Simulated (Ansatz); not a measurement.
Runs of Ansatz 0.2.0 on W. The structure is cubic, space group Fm-3m (No. 225). The conventional cell has a = 4.060 Å, b = 4.060 Å, c = 4.060 Å, α = 90.00°, β = 90.00°, γ = 90.00°. W (site symmetry m-3m) is surrounded by 12 W at 2.87 Å. This isn't the form of W at room conditions, which is bcc.

```tsv
task	level	atoms under strain	gap on the mesh (eV)	pressure (GPa)
elastic constants	PBE	relaxed	none	-4.3
phonons	PBEsol	-	none	-
elastic constants	PBEsol	relaxed	none	(a)
phonons	PBE	-	none	-
elastic constants	LDA	clamped	none	-17.4
```

Alike in all rows: potentials or basis Ansatz PAW; no spin polarisation; cell as given; k mesh 8 × 8 × 8; cutoff (eV) 420; smearing fermi-dirac 0.05 eV.

Estimate the missing entries.

(a) -12.2.

Caveats: the cell is more than 3 GPa from zero pressure, which shifts response properties (some runs); the elastic tensor has a negative eigenvalue, so either the cell is unstable as it stands or the mesh is too thin (some runs); the PAW data sets come from PBE, with cores solved anew for the run's functional, which leaves a small shift of forces and pressure (some runs); so large a pressure means that the cell lies far from this level's equilibrium, or that cutoff or potentials fall short (some runs).

A k mesh can miss the band edges, and the runs leave out spin-orbit coupling on W.

A gap of «none» marks a metal or a gap under the smearing width.
